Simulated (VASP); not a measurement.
# SnSe (I4/mmm) in VASP: a series of runs

One crystal, SnSe, is run at these levels: LDA; tasks: single point.

Program: VASP 6.6.1. These are calculated values, not measurements. Logs are shortened: lines on timing, memory, paths and dates and some standing lists are left out, and cuts for length are marked.

## Step 1: The crystal as given

Symmetry: I4/mmm, No. 139, tetragonal system. Conventional cell: a = 3.793 Å, b = 3.793 Å, c = 7.584 Å, α = 90.00°, β = 90.00°, γ = 90.00°. Sn (site symmetry 4/mmm) is surrounded by 4 Se at 2.68 Å. Around Se (site symmetry 4/mmm) lie 4 Sn at 2.68 Å.

Measurements of this composition are mostly on another form, of space group No. 62.

## Step 2: Single point, LDA

INCAR reads:

```
SYSTEM = SnSe
ALGO = Normal
EDIFF = 1E-6
ENCUT = 520
GGA = CA
ISIF = 2
ISMEAR = 0
LASPH = .True.
LCHARG = .True.
LELF = .True.
LREAL = .False.
LVHAR = .True.
LWAVE = .False.
NBANDS = 17
NELM = 80
PREC = Accurate
SIGMA = 0.05
```

KPOINTS reads:

```
k-points
0
Gamma
  10 10 10
  0 0 0
```

POSCAR reads:

```
SnSe
1.0
    0.0000000000      2.6817401395      3.7919805573
    2.6817401395      0.0000000000      3.7919805573
    2.6817401395      2.6817401395      0.0000000000
Sn Se
1 1
Direct
    0.0000000000      0.0000000000      0.0000000000
    0.5000000000      0.5000000000      0.5000000000
```

Potentials or basis: VASP PAW LDA potentials, release 64 (Sn_d, Se).

Launch:

```bash
$ cat potpaw_LDA.64/Sn_d/POTCAR potpaw_LDA.64/Se/POTCAR > POTCAR
$ mpirun -np 1 vasp_std > vasp.out
```

OUTCAR:

```text
SYSTEM = SnSe
   EDIFF = 1E-6
   ENCUT = 520
   GGA = CA
   ISIF = 2
   ISMEAR = 0
   LASPH = .True.
   LREAL = .False.
   NELM = 80
   PREC = Accurate

 ion  position               nearest neighbor table
   1  0.000  0.000  0.000-   2 2.68   2 2.68   2 2.68   2 2.68
   2  0.500  0.500  0.500-   1 2.68   1 2.68   1 2.68   1 2.68

  LATTYP: Found a body centered tetragonal cell.
 ALAT       =     3.7925532760
 C/A-ratio  =     1.9996979772

  Lattice vectors:

 A1 = (  -2.6817401395,   0.0000000000,   3.7919805573)
 A2 = (   2.6817401395,   0.0000000000,   3.7919805573)
 A3 = (   0.0000000000,   2.6817401395,  -3.7919805573)

Analysis of symmetry for initial positions (statically):
=====================================================================
 Subroutine PRICEL returns:
 Original cell was already a primitive cell.

 Routine SETGRP: Setting up the symmetry group for a
 body centered tetragonal supercell.

 Subroutine GETGRP returns: Found 16 space group operations
 (whereof 16 operations were pure point group operations)
 out of a pool of 16 trial point group operations.

The static configuration has the point symmetry D_4h.

Analysis of symmetry for dynamics (positions and initial velocities):
=====================================================================
 Subroutine PRICEL returns:
 Original cell was already a primitive cell.

 Routine SETGRP: Setting up the symmetry group for a
 body centered tetragonal supercell.

 Subroutine GETGRP returns: Found 16 space group operations
 (whereof 16 operations were pure point group operations)
 out of a pool of 16 trial point group operations.

The dynamic configuration has the point symmetry D_4h.

 Subroutine INISYM returns: Found 16 space group operations
 (whereof 16 operations are pure point group operations),
 and found     1 'primitive' translations

----------------------------------------------------------------------------------------

                                     Primitive cell

  volume of cell :      54.5418

  direct lattice vectors                    reciprocal lattice vectors
     0.000000000  2.681740140  3.791980557    -0.186446104  0.186446104  0.131857216
     2.681740140  0.000000000  3.791980557     0.186446104 -0.186446104  0.131857216
     2.681740140  2.681740140  0.000000000     0.186446104  0.186446104 -0.131857216

  length of vectors
     4.644442563  4.644442563  3.792553276     0.294806080  0.294806080  0.294806080

  position of ions in fractional coordinates (direct lattice)
     0.000000000  0.000000000  0.000000000
     0.500000000  0.500000000  0.500000000

  ion indices of the primitive-cell ions
   primitive index   ion index
                 1           1
                 2           2

----------------------------------------------------------------------------------------

 KPOINTS: k-points

Automatic generation of k-mesh.
 Grid dimensions read from file:
 generate k-points for:   10   10   10

 Generating k-lattice:

  Cartesian coordinates                     Fractional coordinates (reciprocal lattice)
    -0.018644610  0.018644610  0.013185722     0.100000000  0.000000000  0.000000000
     0.018644610 -0.018644610  0.013185722     0.000000000  0.100000000  0.000000000
     0.018644610  0.018644610 -0.013185722     0.000000000  0.000000000  0.100000000

  Length of vectors
     0.029480608  0.029480608  0.029480608

  Shift w.r.t. Gamma in fractional coordinates (k-lattice)
     0.000000000  0.000000000  0.000000000

 Subroutine IBZKPT returns following result:
 ===========================================

 Found    102 irreducible k-points:

 Following reciprocal coordinates:
            Coordinates               Weight
  0.000000  0.000000  0.000000      1.000000
  0.100000  0.000000  0.000000      8.000000
  0.200000  0.000000  0.000000      8.000000
  0.300000  0.000000  0.000000      8.000000
  0.400000  0.000000  0.000000      8.000000
  0.500000  0.000000  0.000000      4.000000
[... 16 lines left out ...]
  0.300000  0.300000  0.000000      2.000000
  0.400000  0.300000  0.000000      8.000000
 [... further k-points ...]
   k-points           NKPTS =    102   k-points in BZ     NKDIM =    102   number of bands    NBANDS=     17
   number of dos      NEDOS =    301   number of ions     NIONS =      2
   total plane-waves  NPLWV =  36288
   dimension x,y,z NGX =    36 NGY =   36 NGZ =   28
   dimension x,y,z NGXF=    72 NGYF=   72 NGZF=   56
   ions per type =               1   1
   NGX,Y,Z   is equivalent  to a cutoff of  12.89, 12.89, 12.27 a.u.
   NGXF,Y,Z  is equivalent  to a cutoff of  25.77, 25.77, 24.55 a.u.
 SYSTEM =  SnSe
   PREC   = accura    normal or accurate (medium, high low for compatibility)
   ISTART =      0    job   : 0-new  1-cont  2-samecut
   ICHARG =      2    charge: 1-file 2-atom 10-const
   ISPIN  =      1    spin polarized calculation?
   LNONCOLLINEAR =      F non collinear calculations
   LSORBIT =      F    spin-orbit coupling
   LASPH  =      T    aspherical Exc in radial PAW
   ENCUT  =  520.0 eV  38.22 Ry    6.18 a.u.   8.64  8.64  7.05*2*pi/ulx,y,z
   NELM   =     80;   NELMIN=  2; NELMDL= -5     # of ELM steps
   EDIFF  = 0.1E-05   stopping-criterion for ELM
   LREAL  =      F    real-space projection
   EDIFFG = 0.1E-04   stopping-criterion for IOM
   NSW    =      0    number of steps for IOM
   IBRION =     -1    ionic relax: 0-MD 1-quasi-New 2-CG
   NFREE  =      0    steps in history (QN), initial steepest desc. (CG)
   ISIF   =      2    stress and relaxation
   ISYM   =      2    0-nonsym 1-usesym 2-fastsym
   POTIM  = 0.5000    time-step for ionic-motion
   TEBEG  =    0.0;   TEEND  =   0.0 temperature during run
   PSTRESS=    0.0 pullay stress
   NELECT =      20.0000    total number of electrons
   NUPDOWN=      -1.0000    fix difference up-down
   EMIN   =  10.00;   EMAX   =-10.00  energy-range for DOS
   EFERMI =   0.00;   METHOD = LEGACY
   ISMEAR =     0;   SIGMA  =   0.05  broadening in eV -4-tet -1-fermi 0-gaus
   EFERMI_NEDOS =   21; number of points for ismear=-14 and -15
   IALGO  =     38    algorithm
   IMIX   =      4    mixing-type and parameters
     AMIX     =   0.40;   BMIX     =  1.00
     AMIX_MAG =   1.60;   BMIX_MAG =  1.00
  volume/ion in A,a.u.               =      27.27       184.03
  Fermi-wavevector in a.u.,A,eV,Ry     =   1.171768  2.214321 18.681350  1.373040
  Thomas-Fermi vector in A             =   2.308207
   LORBIT       =      0    0 simple, 1 ext, 2 COOP (PROOUT), +10 PAW based schemes
   GGA     = CA    functional components
   LHFCALC =     F    Hartree Fock is set to
   AEXX    =    0.0000 exact exchange contribution
   IVDW    =     0    specifies the selected vdW correction
   LEPSILON=     F    determine dielectric tensor
   LRPA    =     F    only Hartree local field effects (RPA)
 non-spin polarized calculation
 Gauss-broadening in eV      SIGMA  =   0.05
  energy-cutoff  :      520.00
  volume of cell :       54.54
 maximum number of plane-waves:      1484
   NGX = 17   NGY = 17   NGZ = 15

 number of electron      20.0000001 magnetization

 Free energy of the ion-electron system (eV)
  ---------------------------------------------------
  ext. energy  EPLUGINS =         0.00000000
  ---------------------------------------------------
  free energy    TOTEN  =        -8.51804116 eV

  energy without entropy =       -8.51540574  energy(sigma->0) =       -8.51672345

 E-fermi :   5.7757     XC(G=0):  -9.7295

 val. band max:        5.7725387746   @ k =  -0.3000   0.5000   0.2000
 cond. band min:       5.7831409534   @ k =  -0.4000  -0.0000   0.1000
 fundamental gap:      0.0106021788
 Fermi energy:         5.7757226788

 k-point     1 :       0.0000    0.0000    0.0000
  band No.  band energies     occupation
      1     -16.0933      2.00000
      2     -16.0016      2.00000
      3     -16.0005      2.00000
      4     -16.0005      2.00000
      5     -15.9956      2.00000
      6      -9.1458      2.00000
[... 9 lines left out ...]
     16      12.7160      0.00000
     17      12.7160      0.00000

 k-point     2 :       0.1000    0.0000    0.0000
  band No.  band energies     occupation
      1     -16.0897      2.00000
      2     -16.0019      2.00000
      3     -16.0002      2.00000
      4     -15.9992      2.00000
      5     -15.9978      2.00000
      6      -9.0710      2.00000
[... 9 lines left out ...]
     16      12.4314      0.00000
     17      12.8765      0.00000

 k-point     3 :       0.2000    0.0000    0.0000
  band No.  band energies     occupation
      1     -16.0810      2.00000
      2     -16.0089      2.00000
      3     -16.0056      2.00000
      4     -15.9991      2.00000
      5     -15.9873      2.00000
      6      -8.8580      2.00000
[... 9 lines left out ...]
     16      12.5539      0.00000
     17      13.3039      0.00000

 k-point     4 :       0.3000    0.0000    0.0000
  band No.  band energies     occupation
      1     -16.0718      2.00000
      2     -16.0207      2.00000
      3     -16.0102      2.00000
      4     -15.9979      2.00000
      5     -15.9727      2.00000
      6      -8.5502      2.00000
[... 9 lines left out ...]
     16      13.6083      0.00000
     17      14.0007      0.00000

 k-point     5 :       0.4000    0.0000    0.0000
  band No.  band energies     occupation
      1     -16.0654      2.00000
      2     -16.0302      2.00000
      3     -16.0139      2.00000
      4     -15.9969      2.00000
      5     -15.9599      2.00000
      6      -8.2466      2.00000
[... 9 lines left out ...]
     16      14.9170      0.00000
     17      15.4597      0.00000

 k-point     6 :       0.5000    0.0000    0.0000
  band No.  band energies     occupation
      1     -16.0632      2.00000
      2     -16.0338      2.00000
      3     -16.0153      2.00000
      4     -15.9965      2.00000
      5     -15.9548      2.00000
      6      -8.1113      2.00000
[... 9 lines left out ...]
     16      15.6133      0.00000
     17      15.8062      0.00000

 k-point     7 :       0.1000    0.1000    0.0000
  band No.  band energies     occupation
      1     -16.0939      2.00000
      2     -16.0017      2.00000
      3     -16.0000      2.00000
      4     -16.0000      2.00000
      5     -15.9955      2.00000
      6      -9.1132      2.00000
[... 9 lines left out ...]
     16      13.1223      0.00000
     17      13.1223      0.00000

 k-point     8 :       0.2000    0.1000    0.0000
  band No.  band energies     occupation
      1     -16.0908      2.00000
      2     -16.0011      2.00000
      3     -15.9996      2.00000
      4     -15.9988      2.00000
      5     -15.9981      2.00000
      6      -9.0094      2.00000
[... 9 lines left out ...]
     16      13.0065      0.00000
     17      13.3964      0.00000
[... 203 lines left out ...]
      1     -16.0739      2.00000
      2     -16.0204      2.00000
      3     -16.0086      2.00000
      4     -15.9962      2.00000
      5     -15.9733      2.00000
      6      -8.3887      2.00000
[... 9 lines left out ...]
     16      15.6592      0.00000
     17      15.8243      0.00000

 k-point    20 :      -0.4000    0.2000    0.0000
  band No.  band energies     occupation
      1     -16.0664      2.00000
      2     -16.0300      2.00000
      3     -16.0131      2.00000
      4     -15.9961      2.00000
      5     -15.9602      2.00000
      6      -8.1546      2.00000
[... 9 lines left out ...]
     16      15.3899      0.00000
     17      15.8285      0.00000

 k-point    21 :      -0.3000    0.2000    0.0000
  band No.  band energies     occupation
      1     -16.0631      2.00000
      2     -16.0337      2.00000
      3     -16.0153      2.00000
      4     -15.9965      2.00000
      5     -15.9548      2.00000
      6      -8.1137      2.00000
[... 9 lines left out ...]
     16      14.9095      0.00000
     17      17.2485      0.00000

 k-point    22 :      -0.2000    0.2000    0.0000
  band No.  band energies     occupation
      1     -16.0647      2.00000
      2     -16.0302      2.00000
      3     -16.0144      2.00000
      4     -15.9974      2.00000
      5     -15.9597      2.00000
      6      -8.3036      2.00000
[... 9 lines left out ...]
     16      14.1029      0.00000
     17      15.6134      0.00000

 k-point    23 :       0.3000    0.3000    0.0000
  band No.  band energies     occupation
      1     -16.0975      2.00000
      2     -16.0025      2.00000
      3     -15.9973      2.00000
      4     -15.9973      2.00000
      5     -15.9950      2.00000
      6      -8.9101      2.00000
[... 9 lines left out ...]
     16      14.8899      0.00000
     17      14.8899      0.00000

 k-point    24 :       0.4000    0.3000    0.0000
  band No.  band energies     occupation
      1     -16.0943      2.00000
      2     -15.9990      2.00000
      3     -15.9987      2.00000
      4     -15.9982      2.00000
      5     -15.9965      2.00000
      6      -8.7958      2.00000
[... 9 lines left out ...]
     16      15.4150      0.00000
     17      15.7955      0.00000

 [... further k-points ...]

------------------------ aborting loop because EDIFF is reached ----------------------------------------

  FORCE on cell =-STRESS in cart. coord.  units (eV):
  Direction    XX          YY          ZZ          XY          YZ          ZX
  --------------------------------------------------------------------------------------
  -------------------------------------------------------------------------------------
  Total        5.1254257      5.1254257     -1.8484929      0.0000000     -0.0000000     -0.0000000
  in kB      150.5604964    150.5604964    -54.2998833      0.0000000     -0.0000000     -0.0000000
  external PRESSURE =      82.2737032 kB  Pullay stress =       0.0000000 kB

 VOLUME and BASIS-vectors are now :
 -----------------------------------------------------------------------------
  energy-cutoff  :      520.00
  volume of cell :       54.54
      direct lattice vectors                 reciprocal lattice vectors
     0.000000000  2.681740140  3.791980557    -0.186446104  0.186446104  0.131857216
     2.681740140  0.000000000  3.791980557     0.186446104 -0.186446104  0.131857216
     2.681740140  2.681740140  0.000000000     0.186446104  0.186446104 -0.131857216

 POSITION                                       TOTAL-FORCE (eV/Angst)
 -----------------------------------------------------------------------------------
      0.00000      0.00000      0.00000         0.000000      0.000000      0.000000
      2.68174      2.68174      3.79198        -0.000000     -0.000000      0.000000
 -----------------------------------------------------------------------------------
    total drift:                               -0.000000      0.000000      0.000000

  FREE ENERGIE OF THE ION-ELECTRON SYSTEM (eV)
  ---------------------------------------------------
  free  energy   TOTEN  =        -8.5180411646 eV

  energy  without entropy=       -8.5154057416  energy(sigma->0) =       -8.51672345
```

Wall time 31 s (1 thread of Intel Xeon 6975P-C (Granite Rapids), shared host); peak memory 0.23 GiB.

Results:

- Free energy: -8.5180 eV
- Pressure: 8.2 GPa
- Band gap on the k mesh: none (metal or under the smearing width)

Levels at points of the mesh, in eV from the Fermi level:
```csv
k point,band 7,band 8,band 9,band 10,band 11,band 12,band 13,band 14
"(0.00, 0.00, 0.00)",-4.76,-3.62,-3.62,-2.74,2.17,3.41,4.24,6.79
"(0.50, 0.00, 0.00)",-9.20,-2.85,-2.10,-0.77,1.06,1.44,1.67,7.30
"(0.50, 0.50, 0.00)",-5.63,-4.87,-3.94,-3.94,3.30,3.54,6.78,6.78
"(0.50, 0.00, 0.50)",-6.62,-6.54,-6.17,-2.72,1.83,2.76,6.81,7.63
```

## Step 3: Single point, LDA

This run uses another cell than the first one, of the same volume but with other edges.

INCAR reads:

```
SYSTEM = SnSe
PREC = Accurate
ENCUT = 520
EDIFF = 1E-7
ISMEAR = 0
SIGMA = 0.05
LREAL = .FALSE.
LASPH = .TRUE.
NELM = 60
ALGO = Fast
ISIF = 2
LWAVE = .FALSE.
LCHARG = .TRUE.
GGA = CA
LELF = .TRUE.
LVHAR = .TRUE.
NBANDS = 17
```

KPOINTS reads:

```
regular mesh
0
G
  10 10 10
  0 0 0
```

POSCAR reads:

```
SnSe
1.0
    0.0000000000      3.3787808521      2.3887980624
    3.3787808521      0.0000000000      2.3887980624
    3.3787808521      3.3787808521      0.0000000000
Sn Se
1 1
Direct
    0.0000000000      0.0000000000      0.0000000000
    0.5000000000      0.5000000000      0.5000000000
```

Potentials or basis: VASP PAW LDA potentials, release 64 (Sn_d, Se).

Launch:

```bash
$ cat potpaw_LDA.64/Sn_d/POTCAR potpaw_LDA.64/Se/POTCAR > POTCAR
$ mpirun -np 1 vasp_std > vasp.out
```

It took 44 s on 1 thread of Intel Xeon 6975P-C (Granite Rapids), shared host; peak memory 0.22 GiB.

It converged, with:

| Item | Value |
| --- | --- |
| Free energy | -7.6877 eV |
| Pressure | 11.6 GPa |
| Band gap on the k mesh | none (metal or under the smearing width) |

Stress tensor (GPa, compression positive):
```
-4.46  0.00  0.00
 0.00 -4.46  0.00
 0.00  0.00 43.60
```

Levels at points of the mesh, in eV from the Fermi level:
```
           k point  band 7  band 8  band 9  band 10  band 11  band 12  band 13  band 14
(0.00, 0.00, 0.00)   -5.75   -4.91   -2.41    -2.41     1.92     1.92     4.56     5.15
(0.50, 0.00, 0.00)   -9.64   -3.10   -3.09    -1.19    -0.35     2.12     3.30     7.01
(0.50, 0.50, 0.00)   -7.11   -6.14   -5.17    -5.17     1.71     4.18     4.18     7.44
(0.50, 0.00, 0.50)   -6.38   -6.28   -5.44    -2.51     1.73     3.41     4.23     6.55
```

## Step 4: Single point, LDA

This run uses another cell than the first one, of the same volume but with other edges.

INCAR reads:

```
SYSTEM = SnSe
PREC = Accurate
ENCUT = 520
EDIFF = 1E-6
ISMEAR = 0
SIGMA = 0.05
LREAL = .FALSE.
LASPH = .TRUE.
NELM = 60
ALGO = Normal
ISIF = 2
LWAVE = .FALSE.
LCHARG = .FALSE.
GGA = CA
NBANDS = 17
```

KPOINTS is that of step 3.

POSCAR reads:

```
SnSe
1.0
    0.0000000000      2.8325184469      3.3990221363
    2.8325184469      0.0000000000      3.3990221363
    2.8325184469      2.8325184469      0.0000000000
Sn Se
1 1
Direct
    0.0000000000      0.0000000000      0.0000000000
    0.5000000000      0.5000000000      0.5000000000
```

Launch:

```bash
$ cat potpaw_LDA.64/Sn_d/POTCAR potpaw_LDA.64/Se/POTCAR > POTCAR
$ mpirun -np 1 vasp_std > vasp.out
```

Wall time 32 s (1 thread of Intel Xeon 6975P-C (Granite Rapids), shared host); peak memory 0.23 GiB.

The run converged. Its results:

```yaml
Free_energy: -9.1477 eV
Pressure: 0.6 GPa
Band_gap_on_the_k_mesh: none (metal or under the smearing width)
```

Stress tensor (GPa, compression positive):
```
 5.02  0.00  0.00
 0.00  5.02  0.00
 0.00  0.00 -8.25
```

Levels at points of the mesh, in eV from the Fermi level:
```csv
k point,band 7,band 8,band 9,band 10,band 11,band 12,band 13,band 14
"(0.00, 0.00, 0.00)",-5.21,-2.99,-2.99,-1.78,2.06,4.86,5.31,5.48
"(0.50, 0.00, 0.00)",-8.57,-2.44,-2.02,-0.51,0.74,0.88,1.39,7.78
"(0.50, 0.50, 0.00)",-5.65,-5.54,-3.72,-3.72,3.13,4.29,5.84,5.84
"(0.50, 0.00, 0.50)",-6.47,-5.98,-5.01,-3.07,2.68,2.96,6.48,6.95
```

[end of part 1 of 2]
